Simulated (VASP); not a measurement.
Crystal: Ge.

```xyz
2
Lattice="0.0000 2.8289 2.8289 2.8289 0.0000 2.8289 2.8289 2.8289 0.0000" Properties=species:S:1:pos:R:3 pbc="T T T"
Ge    4.2434    4.2434    4.2434
Ge    2.8289    2.8289    2.8289
```

```yaml
Program: VASP 6.6.1
Task: relaxation of cell and atoms
Functional: optB86b-vdW
Potentials_or_basis: VASP PAW PBE potentials, release 64 (Ge_d)
Cutoff: 600 eV
k_mesh: 8 × 8 × 8
Occupations: fermi-dirac, width 0.05 eV
Spin: no spin polarisation
```

At the start: pressure 1.9 GPa; volume 22.64 Å³/atom.

Q: How do energy, volume and symmetry change on relaxing?

A: Over 5 steps the energy falls by 3.8 meV/atom and the volume is 23.30 Å³/atom (+2.9 %); space group Fd-3m (No. 227, to 0.05 Å).

The path:
```csv
step,energy change (eV),largest force (eV/Å),pressure (GPa),volume (Å³)
1,0.0000,0.0000,1.91,45.28
2,-0.0067,0.0000,-0.29,47.07
3,-0.0076,0.0000,-0.06,46.65
4,-0.0076,0.0000,0.04,46.61
5,-0.0076,0.0000,-0.01,46.61
```

Final structure:
```cif
data_structure
_symmetry_space_group_name_H-M 'P 1'
_symmetry_Int_Tables_number 1
_cell_length_a 4.0395
_cell_length_b 4.0395
_cell_length_c 4.0395
_cell_angle_alpha 60.000
_cell_angle_beta 60.000
_cell_angle_gamma 60.000
_cell_volume 46.61
loop_
_atom_site_label
_atom_site_type_symbol
_atom_site_fract_x
_atom_site_fract_y
_atom_site_fract_z
_atom_site_occupancy
Ge1 Ge 0.75000 0.75000 0.75000 1
Ge2 Ge 0.50000 0.50000 0.50000 1
```

The cell as given is a measured one (22.64 Å³/atom); optB86b-vdW puts the equilibrium volume +2.9 % from it, thermal expansion not counted.

Caveat: the PAW data sets were made with another functional, which shifts forces and pressure a little.
